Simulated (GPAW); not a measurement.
Runs of GPAW 26.7.0 on Cl. Symmetry: Cmce, No. 64, orthorhombic system. Conventional cell: a = 6.290 Å, b = 4.500 Å, c = 8.210 Å, α = 90.00°, β = 90.00°, γ = 90.00°. Cl (site symmetry m) has 1 Cl at 2.02 Å as nearest neighbours. 

| task | level | potentials or basis | cell | k mesh | cutoff (eV) | maxiter | optimizer | fmax | max steps | convergence | gap on the mesh (eV) | pressure (GPa) | largest force (eV/Å) |
| --- | --- | --- | --- | --- | --- | --- | --- | --- | --- | --- | --- | --- | --- |
| relaxation of cell and atoms | PBEsol | PAW data sets generated in the run's folder for this functional, pw | relaxed | 5 × 5 × 2 | 600 | 150 | BFGS | 0.02 eV/Å | 60 | density=1e-05 forces=0.0001 | (c) | -0.1 | 0.02 |
| relaxation of cell and atoms | PBEsol | PAW data sets generated in the run's folder for this functional, pw | relaxed to 2 GPa | 5 × 5 × 2 | 600 | 150 | BFGS | 0.02 eV/Å | 60 | density=1e-05 forces=0.0001 | 1.96 | 2.0 | 0.02 |
| relaxation of cell and atoms | PBEsol | PAW data sets generated in the run's folder for this functional, pw | relaxed to 20 GPa | 5 × 5 × 2 | 600 | 150 | BFGS | 0.02 eV/Å | 60 | density=1e-05 forces=0.0001 | 1.64 | 20.0 | - |
| relaxation of cell and atoms | PBEsol | PAW data sets generated in the run's folder for this functional, pw | relaxed to 10 GPa | 5 × 5 × 2 | 600 | 150 | BFGS | 0.02 eV/Å | 60 | density=1e-05 forces=0.0001 | (b) | 10.0 | - |
| relaxation of cell and atoms | PBEsol | PAW data sets generated in the run's folder for this functional, pw | relaxed to 5 GPa | 5 × 5 × 2 | 600 | 150 | BFGS | 0.02 eV/Å | 60 | density=1e-05 forces=0.0001 | 1.87 | 5.0 | 0.01 |
| single point | LDA | the program's PAW data sets (release 1.2.1) made for this functional, pw | as given | 6 × 6 × 3 | 450 | 120 | - | - | - | default | (a) | -2.6 | 0.14 |

Alike in all rows: no spin polarisation; smearing fermi-dirac 0.05 eV.

Problem. Estimate the missing entries.

Solution. (a) 2.33; (b) 1.77; (c) 2.02.

Caveats: an odd mesh through Γ misses points on the zone boundary, where band edges often lie; later steps reuse the first step's grids (some runs); the cutoff is short for stress and forces, so pressures can be off by a GPa or more (some runs).
